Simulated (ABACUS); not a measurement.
Here is an ABACUS 3.10.1 calculation.

File run_abacus.py:

```python
"""ABACUS run from a structure file: ASE reads it, the script writes STRU, KPT and INPUT."""
import re
import subprocess
import spglib
from ase import Atoms
from ase.io import read
from ase.units import Bohr

atoms = read("ZnSe.cif")
cell, frac, numbers = spglib.standardize_cell((atoms.cell[:], atoms.get_scaled_positions(), atoms.numbers), to_primitive=True, symprec=1e-4)
atoms = Atoms(numbers=numbers, cell=cell, scaled_positions=frac, pbc=True)  # the primitive cell
atoms = atoms[(-atoms.numbers).argsort(kind="stable")]  # ABACUS lists atoms element by element
pseudo = {'Se': 'se_pbe_v1.uspp.F.UPF', 'Zn': 'zn_pbe_v1.uspp.F.UPF'}
orbital = {}
magmoms = None
kmesh = [6, 6, 6]
params = {
    'suffix': 'ZnSe',
    'calculation': 'scf',
    'basis_type': 'pw',
    'pseudo_dir': './',
    'symmetry': 1,
    'dft_functional': 'pbe',
    'ecutwfc': 40,
    'pseudo_rcut': 10,
    'nspin': 1,
    'nbands': 23,
    'ks_solver': 'dav',
    'smearing_method': 'fd',
    'smearing_sigma': 0.00367493,
    'scf_thr': 1e-08,
    'scf_nmax': 100,
    'mixing_type': 'broyden',
    'mixing_beta': 0.7,
    'cal_force': 1,
    'cal_stress': 1,
    'ecutrho': 320,
    'out_chg': 1,
    'kpar': 4,
}

symbols = atoms.get_chemical_symbols()
elements = list(dict.fromkeys(symbols))
lines = ["ATOMIC_SPECIES"] + [f"{e} {atoms.get_masses()[symbols.index(e)]:.4f} {pseudo[e]}" for e in elements]
if orbital:
    lines += ["", "NUMERICAL_ORBITAL"] + [orbital[e] for e in elements]
lines += ["", "LATTICE_CONSTANT", f"{1 / Bohr:.10f}", "", "LATTICE_VECTORS"]
lines += [" ".join(f"{x:.10f}" for x in v) for v in atoms.cell]
lines += ["", "ATOMIC_POSITIONS", "Direct"]
for e in elements:
    lines += ["", e, "0.0", str(symbols.count(e))]
    for i, p in enumerate(atoms.get_scaled_positions(wrap=False)):
        if symbols[i] == e:
            mag = "" if magmoms is None else " mag " + " ".join(str(x) for x in (magmoms[i] if isinstance(magmoms[i], list) else [magmoms[i]]))
            lines.append(" ".join(f"{x:.10f}" for x in p) + " 1 1 1" + mag)
open("STRU", "w").write("\n".join(lines) + "\n")
open("KPT", "w").write("K_POINTS\n0\nGamma\n%d %d %d 0 0 0\n" % tuple(kmesh))
open("INPUT", "w").write("INPUT_PARAMETERS\n" + "".join(f"{k:<20s}{v}\n" for k, v in params.items()))

done = subprocess.run(['mpirun', '-np', '4', 'abacus'])
if done.returncode:
    raise SystemExit(done.returncode)
log = open("OUT.ZnSe/running_scf.log").read()
print("final energy (eV):", re.findall(r"FINAL_ETOT_IS (\S+)", log))
```

The input ZnSe.cif:

```cif
data_ZnSe
_cell_length_a 5.66760000
_cell_length_b 5.66760000
_cell_length_c 5.66760000
_cell_angle_alpha 90.00000000
_cell_angle_beta 90.00000000
_cell_angle_gamma 90.00000000
_space_group_name_H-M_alt 'F-43m'
_space_group_name_Hall 'F -4 2 3'
_space_group_IT_number 216
loop_
_space_group_symop_operation_xyz
'x,y,z'
'y,-x,-z'
'-x,-y,z'
'-y,x,-z'
'x,-y,-z'
'y,x,z'
'-x,y,-z'
'-y,-x,z'
'z,x,y'
'-z,y,-x'
'z,-x,-y'
'-z,-y,x'
'-z,x,-y'
'z,y,x'
'-z,-x,y'
'z,-y,-x'
'y,z,x'
'-x,-z,y'
'-y,z,-x'
'x,-z,-y'
'-y,-z,x'
'x,z,y'
'y,-z,-x'
'-x,z,-y'
'x,y+1/2,z+1/2'
'y,-x+1/2,-z+1/2'
'-x,-y+1/2,z+1/2'
'-y,x+1/2,-z+1/2'
'x,-y+1/2,-z+1/2'
'y,x+1/2,z+1/2'
'-x,y+1/2,-z+1/2'
'-y,-x+1/2,z+1/2'
'z,x+1/2,y+1/2'
'-z,y+1/2,-x+1/2'
'z,-x+1/2,-y+1/2'
'-z,-y+1/2,x+1/2'
'-z,x+1/2,-y+1/2'
'z,y+1/2,x+1/2'
'-z,-x+1/2,y+1/2'
'z,-y+1/2,-x+1/2'
'y,z+1/2,x+1/2'
'-x,-z+1/2,y+1/2'
'-y,z+1/2,-x+1/2'
'x,-z+1/2,-y+1/2'
'-y,-z+1/2,x+1/2'
'x,z+1/2,y+1/2'
'y,-z+1/2,-x+1/2'
'-x,z+1/2,-y+1/2'
'x+1/2,y,z+1/2'
'y+1/2,-x,-z+1/2'
'-x+1/2,-y,z+1/2'
'-y+1/2,x,-z+1/2'
'x+1/2,-y,-z+1/2'
'y+1/2,x,z+1/2'
'-x+1/2,y,-z+1/2'
'-y+1/2,-x,z+1/2'
'z+1/2,x,y+1/2'
'-z+1/2,y,-x+1/2'
'z+1/2,-x,-y+1/2'
'-z+1/2,-y,x+1/2'
'-z+1/2,x,-y+1/2'
'z+1/2,y,x+1/2'
'-z+1/2,-x,y+1/2'
'z+1/2,-y,-x+1/2'
'y+1/2,z,x+1/2'
'-x+1/2,-z,y+1/2'
'-y+1/2,z,-x+1/2'
'x+1/2,-z,-y+1/2'
'-y+1/2,-z,x+1/2'
'x+1/2,z,y+1/2'
'y+1/2,-z,-x+1/2'
'-x+1/2,z,-y+1/2'
'x+1/2,y+1/2,z'
'y+1/2,-x+1/2,-z'
'-x+1/2,-y+1/2,z'
'-y+1/2,x+1/2,-z'
'x+1/2,-y+1/2,-z'
'y+1/2,x+1/2,z'
'-x+1/2,y+1/2,-z'
'-y+1/2,-x+1/2,z'
'z+1/2,x+1/2,y'
'-z+1/2,y+1/2,-x'
'z+1/2,-x+1/2,-y'
'-z+1/2,-y+1/2,x'
'-z+1/2,x+1/2,-y'
'z+1/2,y+1/2,x'
'-z+1/2,-x+1/2,y'
'z+1/2,-y+1/2,-x'
'y+1/2,z+1/2,x'
'-x+1/2,-z+1/2,y'
'-y+1/2,z+1/2,-x'
'x+1/2,-z+1/2,-y'
'-y+1/2,-z+1/2,x'
'x+1/2,z+1/2,y'
'y+1/2,-z+1/2,-x'
'-x+1/2,z+1/2,-y'
loop_
_atom_site_label
_atom_site_type_symbol
_atom_site_symmetry_multiplicity
_atom_site_Wyckoff_symbol
_atom_site_fract_x
_atom_site_fract_y
_atom_site_fract_z
_atom_site_occupancy
Se1 Se 4 c 0.2500000000 0.2500000000 0.2500000000 1
Zn1 Zn 4 a 0.0000000000 0.0000000000 0.0000000000 1
```

Potentials or basis: GBRV ultrasoft 1.5 PBE, plane waves.

The run is started by

```sh
$ OMP_NUM_THREADS=1 python run_abacus.py > log
```

Q: Estimate the pressure.

A: 2.2 GPa.

Q: Estimate the band gap on the k mesh.

A: 1.28 eV, direct.

**Measured values to compare with.**

From “Alloy Disordering Effects on the Thermal Conductivity and Energy Gap Temperature Dependence of Cd1−xZnxSe Ternary Crystals Grown by the Bridgman Method”, 2023, pmc:10253836, for a bulk crystal of ZnSe at 300 K: band gap 2.695 ± 0.003 eV (an exciton energy, a little under the gap).

Against the measured gap of ZnSe, 2.695 eV (an exciton energy, a little under the gap; 300 K; “Alloy Disordering Effects on the Thermal Conductivity and Energy Gap Temperature Dependence of Cd1−xZnxSe Ternary Crystals Grown by the Bridgman Method”, 2023, pmc:10253836), the calculated 1.28 eV is off by -1.41 eV. So large a miss can be the level of theory's own, or it may mean another phase, state or a wrong row. Spin-orbit coupling on Se is left out. The value is that of PBE, without temperature or zero-point motion. Semilocal functionals fall short of measured gaps as a rule.
